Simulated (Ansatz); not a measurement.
**CsBr: how the settings move a single-point run**

Question: which choices in the input matter for CsBr?

Computed with Ansatz 0.2.0 (reference: DFT, r2SCAN, plane waves, PAW, unless a step's input says otherwise).

1 further run of the same task is left out (it didn't finish).

## 1. The system as given

The structure is cubic, space group Pm-3m (No. 221). Conventional cell: a = 4.319 Å, b = 4.319 Å, c = 4.319 Å, α = 90.00°, β = 90.00°, γ = 90.00°. Cs (site symmetry m-3m) is surrounded by 8 Br at 3.74 Å. Br (site symmetry m-3m) is surrounded by 8 Cs at 3.74 Å.

Coordinates:

```
CELL_PARAMETERS angstrom
4.31938 0.00000 0.00000
0.00000 4.31938 0.00000
0.00000 0.00000 4.31938
ATOMIC_POSITIONS crystal
Cs 0.00000 0.00000 0.00000
Br 0.50000 0.50000 0.50000
```

## 2. Baseline

input.yaml

```yaml
crystal:
  lattice:
    - [4.3193779122, 0.0, 0.0]
    - [0.0, 4.3193779122, 0.0]
    - [0.0, 0.0, 4.3193779122]
  atoms:
    - { symbol: Cs, position: [0.0, 0.0, 0.0] }
    - { symbol: Br, position: [0.5, 0.5, 0.5] }
kpoints:
  mp_grid: { grid: [4, 4, 4] }
hamiltonian:
  xc: r2scan
scf:
  occupations: { method: fixed }
  n_extra_bands: 4
output:
  forces: true
  stress: true
  eigenvalues: true
```

Started as:

```
> ansatz run input.yaml --threads 4 --pin off --max-ram 3686MiB --backend cpu --events-out ev --progress --plain --runs-dir out
```

## 3. A run with other settings

Edit input.yaml of step 2 so:

```diff
@@ -11,3 +11,3 @@
 hamiltonian:
-  xc: r2scan
+  xc: hiss
 scf:
```

## 5. Variant: exchange pbe, correlation pbe, coeff 0.15, omega 0.3

Edit input.yaml of step 2 so:

```diff
@@ -11,3 +11,3 @@
 hamiltonian:
-  xc: r2scan
+  xc: { exchange: pbe, correlation: pbe, exx: { coeff: 0.15, omega: 0.3 } }
 scf:
```

## 6. Variant: exchange pbe, correlation pbe, coeff 0.5, omega 0.5

Edit input.yaml of step 2 so:

```diff
@@ -11,3 +11,3 @@
 hamiltonian:
-  xc: r2scan
+  xc: { exchange: pbe, correlation: pbe, exx: { coeff: 0.5, omega: 0.5 } }
 scf:
```

(Steps that only read results are left out.)

What does the calculation give? Wanted: for each run, ending; energy change; pressure; gap; force.

**Answer**, as computed:

| run | ending | energy change | pressure (GPa) | gap (eV) | force (eV/Å) | cycles | time |
| --- | --- | --- | --- | --- | --- | --- | --- |
| reference | converged | - | 0.1 | 5.20 | 0.00 | 6 | 1.5 s |
| 1: xc hiss | refused | - | - | - | - | - | 2.7 s |
| 2: exchange pbe, correlation pbe, coeff 0.15, omega 0.3 | converged | not comparable | 0.5 | 5.00 | 0.00 | 10 | 15 s |
| 3: exchange pbe, correlation pbe, coeff 0.5, omega 0.5 | converged | not comparable | 0.2 | 5.66 | 0.00 | 12 | 16 s |

Residual by cycle in the longest SCF loop of each run; runs are numbered as in the table. The quantity is the density residual dr2, in eV.

| cycle | reference | run 2 | run 3 |
| --- | --- | --- | --- |
| 1 | 0.00925 | 0.00199 | 0.0137 |
| 2 | 0.00192 | 2.1e-4 | 0.00199 |
| 3 | 4.1e-5 | 4.5e-5 | 4.5e-4 |
| 4 | 1.6e-6 | 2.2e-6 | 1.2e-5 |
| 5 | 4.5e-8 | 1.2e-7 | 4.2e-6 |
| 6 | 5.1e-9 | - | - |

The gap of the reference lacks spin-orbit coupling, though the cell holds Cs. 1 of the 3 altered inputs did not end normally.
